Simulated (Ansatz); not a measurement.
Runs of Ansatz 0.2.0 on SnSe. It takes space group Pnma (No. 62, orthorhombic). The conventional cell has a = 11.420 Å, b = 4.190 Å, c = 4.460 Å, α = 90.00°, β = 90.00°, γ = 90.00°. Around Sn (site symmetry m) lie 3 Se at 2.69 to 2.83 Å. Around Se (site symmetry m) lie 3 Sn at 2.69 to 2.83 Å. 

| task | level | cutoff (eV) | basis error allowed | gap on the mesh (eV) | pressure (GPa) | largest force (eV/Å) |
| --- | --- | --- | --- | --- | --- | --- |
| band structure | PBEsol | 236 | 0.002 eV/atom | 0.49 | -0.6 | 0.23 |
| band structure | PBE | 236 | 0.002 eV/atom | 0.54 | 2.4 | 0.31 |
| band structure | LDA | 236 | 0.002 eV/atom | 0.48 | -2.0 | (a) |
| single point | PBE | 257 | 0.001 eV/atom | 0.54 | 2.4 | 0.31 |
| single point | PBEsol | 257 | 0.001 eV/atom | 0.49 | -0.6 | 0.23 |

Alike in all rows: potentials or basis all-electron LAPW, scalar-relativistic; no spin polarisation; cell as given; k mesh 3 × 6 × 6; smearing fermi-dirac 0.05 eV.

Q: Fill in the values left out.

A: (a) 0.18.

Caveats: spin-orbit coupling is left out, which moves the levels of the heavy elements; an odd mesh through Γ misses points on the zone boundary, where band edges often lie (some runs).

A k mesh can miss the band edges, and the runs leave out spin-orbit coupling on Se, Sn.

Not every run made on this cell is shown here.
